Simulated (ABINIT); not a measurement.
# SiO2 (P6_422) in ABINIT: relaxation of cell and atoms with LDA

Aim: the relaxation of cell and atoms of SiO2 with LDA.

All numbers are computed with ABINIT 10.8.3 (patched build); they aren't measurements. Logs are shortened: lines on timing, memory, paths and dates and some standing lists are left out, and cuts for length are marked. The log counts tension as positive stress, the text compression.

## Step 1: The structure

Symmetry: P6_422, No. 181, hexagonal system. The conventional cell has a = 5.061 Å, b = 5.061 Å, c = 5.541 Å, α = 90.00°, β = 90.00°, γ = 120.00°. Si (site symmetry 222) is surrounded by 4 O at 1.61 Å. O (site symmetry 2) has 2 Si at 1.61 Å as nearest neighbours.

The cell comes from a database or a generator and needn't be the stable form of this composition.

## Step 2: Relaxation of cell and atoms, LDA

Contents of run.abi:

```
# Pseudopotentials
pp_dirpath "./"
pseudos "Si.LDA_PW-JTH.xml, O.LDA_PW-JTH.xml"

# Structure
acell 3*1.0 Angstrom
rprim
     5.0605222284     0.0000000000     0.0000000000
    -2.5302611142     4.3825408062     0.0000000000
     0.0000000000     0.0000000000     5.5413533100
ntypat 2
znucl 14 8
natom 9
typat 1 1 1 2 2 2 2 2 2
xred
     0.5000000000     0.0000000000     0.0000000000
     0.5000000000     0.5000000000     0.6666666667
     0.0000000000     0.5000000000     0.3333333333
     0.2086053700     0.7913946300     0.1666666667
     0.2086053700     0.4172107400     0.5000000000
     0.4172107400     0.2086053700     0.8333333333
     0.7913946300     0.2086053700     0.1666666667
     0.7913946300     0.5827892600     0.5000000000
     0.5827892600     0.7913946300     0.8333333333
chkprim 0
chksymtnons 0
tolsym 1.0e-6

# Plane-wave basis
ecut 23.0
pawecutdg 45.0
pawovlp -1

# k points
kptopt 1
ngkpt 4 4 4
nshiftk 1
shiftk 0.0 0.0 0.0

# Exchange and correlation
ixc 7

# Bands and occupations
nband 30
occopt 3
tsmear 0.05 eV

# SCF cycle
nstep 100
tolvrs 1.0e-9

# Output
iomode 3
prtwf 0
prtden 0
prteig 0
prtebands 0

# Relaxation
ionmov 2
ntime 60
tolmxf 0.0005
optcell 2
dilatmx 1.08
ecutsm 0.5
```

Potentials or basis: JTH PAW LDA v2.0.

Launch:

```console
$ abinit run.abi > log 2>&1
```

run.abo:

```text
.Version 10.8.3 of ABINIT
 Symmetries : space group P6_4 2 2 (#181); Bravais hP (primitive hexag.)
================================================================================
 Values of the parameters that define the memory need of the present run
     intxc =       0    ionmov =       2      iscf =      17    lmnmax =       8
     lnmax =       4     mgfft =      50  mpssoang =       2    mqgrid =    3416
     natom =       9  nloc_mem =       2    nspden =       1   nspinor =       1
    nsppol =       1      nsym =      12    n1xccc =       1    ntypat =       2
    occopt =       3   xclevel =       1
       mpw =        5526          nfft =      115200          nkpt =          12
 PAW method is used; the additional fine FFT grid is defined by:
   mgfftf=        72    nfftf =    294912
================================================================================
================================================================================

--------------------------------------------------------------------------------
------------- Echo of variables that govern the present computation ------------
--------------------------------------------------------------------------------
 -outvars: echo values of preprocessed input variables --------
            acell      1.8897261259E+00  1.8897261259E+00  1.8897261259E+00 Bohr
              amu      2.80855000E+01  1.59994000E+01
          chkprim           0
      chksymtnons           0
          dilatmx      1.08000000E+00
             ecut      2.30000000E+01 Hartree
           ecutsm      5.00000000E-01 Hartree
           ionmov           2
              ixc           7
         kptrlatt        4    0    0      0    4    0      0    0    4
          kptrlen      3.82520043E+01
            natom           9
            nband          30
            ngfft          48      48      50
          ngfftdg          64      64      72
             nkpt          12
            nstep         100
             nsym          12
            ntime          60
           ntypat           2
           occopt           3
          optcell           2
        pawecutdg      4.50000000E+01 Hartree
          pawovlp     -1.0000000000E+00
           prtden           0
        prtebands           0
           prteig           0
            prtwf           0
            rprim      5.0605222284E+00  0.0000000000E+00  0.0000000000E+00
                      -2.5302611142E+00  4.3825408062E+00  0.0000000000E+00
                       0.0000000000E+00  0.0000000000E+00  5.5413533100E+00
          spgroup         181
           tolmxf      5.00000000E-04
           tolsym      1.00000000E-06
           tolvrs      1.00000000E-09
           tsmear      1.83746611E-03 Hartree
            typat      1  1  1  2  2  2  2  2  2
           useylm           1
           xangst      2.5302611142E+00  0.0000000000E+00 -1.0253563387E-16
                       1.2651305571E+00  2.1912704031E+00  3.6942355400E+00
                      -1.2651305571E+00  2.1912704031E+00  1.8471177700E+00
                      -9.4678294643E-01  3.4683192598E+00  9.2355888500E-01
                       2.8638095672E-16  1.8284430928E+00  2.7706766550E+00
                       1.5834781678E+00  9.1422154642E-01  4.6177944250E+00
                       3.4770440606E+00  9.1422154642E-01  9.2355888500E-01
                       2.5302611142E+00  2.5540977134E+00  2.7706766550E+00
                       9.4678294643E-01  3.4683192598E+00  4.6177944250E+00
            xcart      4.7815005329E+00  0.0000000000E+00 -1.9376426617E-16
                       2.3907502664E+00  4.1409009297E+00  6.9810934152E+00
                      -2.3907502664E+00  4.1409009297E+00  3.4905467076E+00
                      -1.7891604694E+00  6.5541735182E+00  1.7452733538E+00
                       5.4118157588E-16  3.4552566823E+00  5.2358200614E+00
                       2.9923400634E+00  1.7276283411E+00  8.7263667690E+00
                       6.5706610023E+00  1.7276283411E+00  1.7452733538E+00
                       4.7815005329E+00  4.8265451771E+00  5.2358200614E+00
                       1.7891604694E+00  6.5541735182E+00  8.7263667690E+00
             xred      5.0000000000E-01  0.0000000000E+00 -1.8503717077E-17
                       5.0000000000E-01  5.0000000000E-01  6.6666666667E-01
                       2.6900135850E-18  5.0000000000E-01  3.3333333333E-01
                       2.0860537000E-01  7.9139463000E-01  1.6666666667E-01
[... 851 lines left out ...]
    4     -0.00000833671755     0.00000481320612     0.00000000000000
    5     -0.00000000000000    -0.00000962641224     0.00000000000000
    6     -0.00000833671755    -0.00000481320612     0.00000000000000
    7      0.00000833671755    -0.00000481320612     0.00000000000000
    8     -0.00000000000000     0.00000962641224     0.00000000000000
    9      0.00000833671755     0.00000481320612     0.00000000000000
 frms,max,avg= 4.5379343E-06 9.6264122E-06   0.000E+00  0.000E+00  0.000E+00 h/b

 cartesian forces (eV/Angstrom) at end:
    1     -0.00000000000000     0.00000000000000    -0.00000000000000
    2     -0.00000000000000    -0.00000000000000    -0.00000000000000
    3      0.00000000000000     0.00000000000000     0.00000000000000
    4     -0.00042869125265     0.00024750501012     0.00000000000000
    5     -0.00000000000000    -0.00049501002023     0.00000000000000
    6     -0.00042869125265    -0.00024750501012     0.00000000000000
    7      0.00042869125265    -0.00024750501012     0.00000000000000
    8     -0.00000000000000     0.00049501002023     0.00000000000000
    9      0.00042869125265     0.00024750501012     0.00000000000000
 frms,max,avg= 2.3334996E-04 4.9501002E-04   0.000E+00  0.000E+00  0.000E+00 e/A
 length scales=  9.508347562986  9.508347562970 10.423091688340 bohr
              =  5.031600840264  5.031600840255  5.515662584880 angstroms
 Fermi (or HOMO) energy (hartree) =   0.15012   Average Vxc (hartree)=  -0.34404
 Eigenvalues (hartree) for nkpt=  12  k points:
 kpt#   1, nband= 30, wtk=  0.01563, kpt=  0.0000  0.0000  0.0000 (reduced coord)
  -0.69573   -0.63934   -0.63934   -0.61567   -0.61378   -0.61378   -0.30479   -0.30479
  -0.20104   -0.19049   -0.18681   -0.18681   -0.09593   -0.09574   -0.09574   -0.08334
  -0.05158   -0.05124   -0.05124   -0.02412   -0.02412   -0.00473   -0.00473    0.00626
   0.21574    0.33608    0.33608    0.34559    0.34559    0.38059
      occupation numbers for kpt#   1
   2.00000    2.00000    2.00000    2.00000    2.00000    2.00000    2.00000    2.00000
   2.00000    2.00000    2.00000    2.00000    2.00000    2.00000    2.00000    2.00000
   2.00000    2.00000    2.00000    2.00000    2.00000    2.00000    2.00000    2.00000
   0.00000    0.00000    0.00000    0.00000    0.00000    0.00000
 prteigrs : prtvol=0 or 1, do not print more k-points.

--- !EnergyTerms
iteration_state     : {dtset: 1, itime: 5, icycle: 1, }
comment             : Components of total free energy in Hartree
kinetic             :  5.14846896164732E+01
hartree             :  4.19763353895654E+01
xc                  : -2.48312353607215E+01
Ewald energy        : -6.50360705962208E+01
psp_core            :  2.29551848958599E+00
local_psp           : -1.27013633853660E+02
PAW spherical_terms :  1.16997896738892E+01
internal            : -1.09424606641089E+02
'-kT*entropy'       :  3.75981243595613E-15
total_energy        : -1.09424606641089E+02
total_energy_eV     : -2.97759523612520E+03
...

--- !EnergyTermsDC
iteration_state     : {dtset: 1, itime: 5, icycle: 1, }
comment             : '"Double-counting" decomposition of free energy'
band_energy         : -1.15718461343080E+01
Ewald energy        : -6.50360705962208E+01
psp_core            :  2.29551848958599E+00
xc_dc               : -3.84662487218951E+01
PAW spherical_terms :  3.35405454175118E+00
internal            : -1.09424592421087E+02
'-kT*entropy'       :  3.75981243595613E-15
total_energy_dc     : -1.09424592421087E+02
total_energy_dc_eV  : -2.97759484917923E+03
...

--- !EnergyTermsWithPAWCore
iteration_state     : {dtset: 1, itime: 5, icycle: 1, }
comment             : 'Components of total free energy, including PAW core contributions'
Total energy        : -1.31649375230468E+03
Total energy DC     : -1.31649373808468E+03
Total energy (eV)   : -3.58236199843834E+04
Total energy DC (eV): -3.58236195974374E+04
...

 rms coord change=  3.1829E-04   atom, delta coord (reduced):
     1        0.000000000000      0.000000000000      0.000000000000
     2        0.000000000000      0.000000000000      0.000000000000
     3       -0.000000000000      0.000000000000      0.000000000000
     4       -0.000337601591      0.000337601591      0.000000000000
     5       -0.000337601591     -0.000675203182      0.000000000000
     6       -0.000675203182     -0.000337601591      0.000000000000
     7        0.000337601591     -0.000337601591      0.000000000000
     8        0.000337601591      0.000675203182      0.000000000000
     9        0.000675203182      0.000337601591      0.000000000000

 Cartesian components of stress tensor (hartree/bohr^3)
  sigma(1 1)=  5.82766360E-07  sigma(3 2)=  0.00000000E+00
  sigma(2 2)=  5.82766373E-07  sigma(3 1)=  0.00000000E+00
  sigma(3 3)= -1.39483737E-06  sigma(2 1)=  0.00000000E+00

-Cartesian components of stress tensor (GPa)         [Pressure=  2.2488E-03 GPa]
- sigma(1 1)=  1.71455783E-02  sigma(3 2)=  0.00000000E+00
- sigma(2 2)=  1.71455786E-02  sigma(3 1)=  0.00000000E+00
- sigma(3 3)= -4.10375322E-02  sigma(2 1)=  0.00000000E+00

== END DATASET(S) ==============================================================
================================================================================

 -outvars: echo values of variables after computation  --------
            acell      9.5083475630E+00  9.5083475630E+00  1.0423091688E+01 Bohr
           etotal     -1.0942459242E+02
            fcart     -0.0000000000E+00  1.0218648891E-30 -7.5767241903E-25
                      -2.2124023829E-30 -1.7882635559E-30 -7.5767241903E-25
                       2.6548828595E-30  1.5327973336E-30  9.3534921621E-25
                      -8.3367175494E-06  4.8132061213E-06  8.5680258105E-26
                      -0.0000000000E+00 -9.6264122426E-06  1.1547269586E-25
                      -8.3367175494E-06 -4.8132061213E-06  8.8838398591E-26
                       8.3367175494E-06 -4.8132061213E-06  1.1547915423E-25
                      -0.0000000000E+00  9.6264122426E-06  8.5686716470E-26
                       8.3367175494E-06  4.8132061213E-06  8.8838398591E-26
            rprim      1.0000000000E+00  0.0000000000E+00  0.0000000000E+00
                      -5.0000000000E-01  8.6602540378E-01  0.0000000000E+00
                       0.0000000000E+00  0.0000000000E+00  1.0000000000E+00
           strten      5.8276635984E-07  5.8276637298E-07 -1.3948373681E-06
                       0.0000000000E+00  0.0000000000E+00  0.0000000000E+00
           xangst      2.5158004201E+00  7.7584403776E-35  2.7216069324E-16
                       1.2579002101E+00  2.1787470747E+00  3.6771083899E+00
                      -1.2579002101E+00  2.1787470747E+00  1.8385541950E+00
                      -9.4392000234E-01  3.4499685670E+00  9.1927709748E-01
                      -5.2111170228E-18  1.8150511647E+00  2.7578312924E+00
                       1.5718804178E+00  9.0752558234E-01  4.5963854874E+00
                       3.4597204225E+00  9.0752558234E-01  9.1927709748E-01
                       2.5158004201E+00  2.5424429847E+00  2.7578312924E+00
                       9.4392000234E-01  3.4499685670E+00  4.5963854874E+00
             xred      5.0000000000E-01  1.7804821100E-35  4.9343245539E-17
                       5.0000000000E-01  5.0000000000E-01  6.6666666667E-01
                       8.9667119499E-19  5.0000000000E-01  3.3333333333E-01
                       2.0826776841E-01  7.9173223159E-01  1.6666666667E-01
                       2.0826776841E-01  4.1653553682E-01  5.0000000000E-01
                       4.1653553682E-01  2.0826776841E-01  8.3333333333E-01
                       7.9173223159E-01  2.0826776841E-01  1.6666666667E-01
                       7.9173223159E-01  5.8346446318E-01  5.0000000000E-01
                       5.8346446318E-01  7.9173223159E-01  8.3333333333E-01
 Calculation completed.
```

It took 5.8 min on 1 thread of Arm Neoverse V1, shared host; peak memory 0.17 GiB.

What came out:

```
Free energy                            : -2977.5948 eV
Relaxed volume                         : 13.44 Å³/atom
Relaxed cell                           : a = 5.032 Å, b = 5.032 Å, c = 5.516 Å, α = 90.00°, β = 90.00°, γ = 120.00°
Space group after relaxing (to 0.05 Å) : P6_422 (No. 181)
Energy gained by relaxing              : 1.8 meV/atom
Ionic steps                            : 5
Pressure after relaxing                : 0.0 GPa
Band gap on the k mesh                 : 5.51 eV, indirect (least direct gap 5.70 eV)
```

The path:
```csv
step,energy change (eV),largest force (eV/Å),pressure (GPa),volume (Å³)
1,0.0000,0.0930,-2.77,122.90
2,-0.0132,0.0179,-1.18,121.86
3,-0.0159,0.0341,-0.01,121.11
4,-0.0160,0.0310,-0.01,121.10
5,-0.0164,0.0005,0.00,120.93
```

Final structure:
```
CELL_PARAMETERS angstrom
5.03160 0.00000 0.00000
-2.51580 4.35749 0.00000
0.00000 0.00000 5.51566
ATOMIC_POSITIONS crystal
Si 0.50000 0.00000 0.00000
Si 0.50000 0.50000 0.66667
Si 0.00000 0.50000 0.33333
O 0.20827 0.79173 0.16667
O 0.20827 0.41654 0.50000
O 0.41654 0.20827 0.83333
O 0.79173 0.20827 0.16667
O 0.79173 0.58346 0.50000
O 0.58346 0.79173 0.83333
```

Levels at points of the mesh, in eV from the valence-band top:
| k point | band 20 | band 21 | band 22 | band 23 | band 24 | band 25 | band 26 | band 27 | band 28 | band 29 |
| --- | --- | --- | --- | --- | --- | --- | --- | --- | --- | --- |
| (0.00, 0.00, 0.00) | -1.02 | -1.02 | -0.49 | -0.49 | -0.19 | 5.51 | 8.78 | 8.78 | 9.04 | 9.04 |
| (0.50, 0.00, 0.00) | -1.21 | -1.20 | -1.03 | -0.36 | 0.00 | 7.57 | 8.41 | 9.45 | 9.53 | 9.54 |
| (0.00, 0.00, 0.50) | -1.90 | -1.20 | -0.29 | 0.00 | 0.00 | 7.35 | 7.35 | 8.24 | 9.67 | 9.67 |
| (0.50, 0.00, 0.50) | -1.37 | -0.95 | -0.75 | -0.71 | -0.35 | 8.61 | 9.02 | 9.03 | 9.19 | 9.54 |

Caveat: the atomic spheres overlap.
